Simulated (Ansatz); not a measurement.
## What a change of settings does to a run on N

The structure comes from a relaxation in the same program, started in the diamond type, and has space group Fd-3m. Whether it is a known phase or the ground state wasn't checked.

First run: DFT, PBE, PAW with Ansatz's default frozen-core files, scalar-relativistic (Ansatz 0.2.0).

Command: `ansatz run input.yaml --threads 1 --pin off --max-ram 2048MiB --backend cpu --events-out ev --progress --plain --runs-dir out` The run took 12 s on 1 thread of Arm Neoverse V2 (shared host), peak memory 0.28 GiB.

```yaml
crystal:
  lattice:
    - [0.0, 2.092068036, 2.092068036]
    - [2.092068036, 0.0, 2.092068036]
    - [2.092068036, 2.092068036, 0.0]
  atoms:
    - { symbol: "N", position: [0.0, 0.0, 0.0] }
    - { symbol: "N", position: [0.25, 0.25, 0.25] }
kpoints:
  mp_grid: { grid: [13, 13, 13] }
  band_path:
    path:
      - [0.0, 0.0, 0.0]
      - [0.5, 0.0, 0.5]
      - [0.625, 0.25, 0.625]
      - [0.375, 0.375, 0.75]
      - [0.0, 0.0, 0.0]
      - [0.5, 0.5, 0.5]
      - [0.5, 0.25, 0.75]
      - [0.5, 0.0, 0.5]
    npoints: 14
scf:
  occupations: { method: fermi_dirac, width: 0.08 }
hamiltonian:
  xc: pbe
  pseudopotentials: { kind: paw }
output:
  forces: true
  stress: true
  eigenvalues: true
  efg: { contact_densities: true }
  populations: true
  bader: true
  dos: { projected: true, de: 0.2, e_range: [-14, 8] }
  write_density: true
  write_potential: true
  elf: true
  volumetric_format: npy
```

Result: converged; pressure -0.01 GPa; no gap on the k mesh; 6 SCF iterations.

The input is then changed:

```diff
@@ -5,6 +5,6 @@
     - [2.092068036, 2.092068036, 0.0]
   atoms:
-    - { symbol: "N", position: [0.0, 0.0, 0.0] }
-    - { symbol: "N", position: [0.25, 0.25, 0.25] }
+    - { symbol: "N", position: [0.0, 0.0, 0.0], spin: 0.2 }
+    - { symbol: "N", position: [0.25, 0.25, 0.25], spin: 0.2 }
 kpoints:
   mp_grid: { grid: [13, 13, 13] }
@@ -24,5 +24,5 @@
 hamiltonian:
   xc: pbe
-  pseudopotentials: { kind: paw }
+  pseudopotentials: { kind: paw, source: jth }
 output:
   forces: true
@@ -31,9 +31,9 @@
   efg: { contact_densities: true }
   populations: true
-  bader: true
-  dos: { projected: true, de: 0.2, e_range: [-14, 8] }
   write_density: true
   write_potential: true
   elf: true
   volumetric_format: npy
+magnetization:
+  spin_polarized: true
```

Question: Predict the outcome of the changed run.

Answer: It converged; pressure -0.27 GPa; moment 0.00 μB; 12 SCF iterations.
